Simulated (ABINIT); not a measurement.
Set up this calculation in ABINIT 10.8.3 (patched build), as the native input.

| Item | Value |
| --- | --- |
| Task | single point |
| Functional | PBE |
| Potentials or basis | JTH PAW PBE v2.0 |
| Cutoff | 844 eV |
| k mesh | 13 × 13 × 13 |
| Occupations | fermi-dirac, width 0.05 eV |
| Spin | no spin polarisation |
| Fine-grid cutoff | 1442.2 eV |

Cu:

```xyz
1
Lattice="0.0000 1.8075 1.8075 1.8075 0.0000 1.8075 1.8075 1.8075 0.0000" Properties=species:S:1:pos:R:3 pbc="T T T"
Cu    0.0000    0.0000    0.0000
```

The input as run:

run.abi

```
# Pseudopotentials
pp_dirpath "./"
pseudos "Cu.GGA_PBE-JTH.xml"

# Structure
acell 3*1.0 Angstrom
rprim
     0.0000000000     1.8075000000     1.8075000000
     1.8075000000     0.0000000000     1.8075000000
     1.8075000000     1.8075000000     0.0000000000
ntypat 1
znucl 29
natom 1
typat 1
xred
     0.0000000000     0.0000000000     0.0000000000

# Plane-wave basis
ecut 31.0
pawecutdg 53.0
pawxcdev 0

# k points
kptopt 1
ngkpt 13 13 13
nshiftk 1
shiftk 0.0 0.0 0.0

# Exchange and correlation
ixc 11

# Bands and occupations
nband 14
occopt 3
tsmear 0.05 eV

# SCF cycle
nstep 100
tolvrs 1.0e-9

# Output
iomode 3
prtwf 0
prtden 0
prteig 0
prtebands 0
enunit 2
```

Potentials or basis: JTH PAW PBE v2.0.

Launch:

```sh
$ abinit run.abi > log 2>&1
```

It gave:

- Pressure: 1.0 GPa
- Band gap on the k mesh: none (metal or under the smearing width)
- Valence electrons inside the program's atomic spheres: Cu 17.37 (radii [1.0588] Å)

Wall time 63 s on 1 thread of Arm Neoverse N1, on a shared host, peak memory 0.11 GiB.
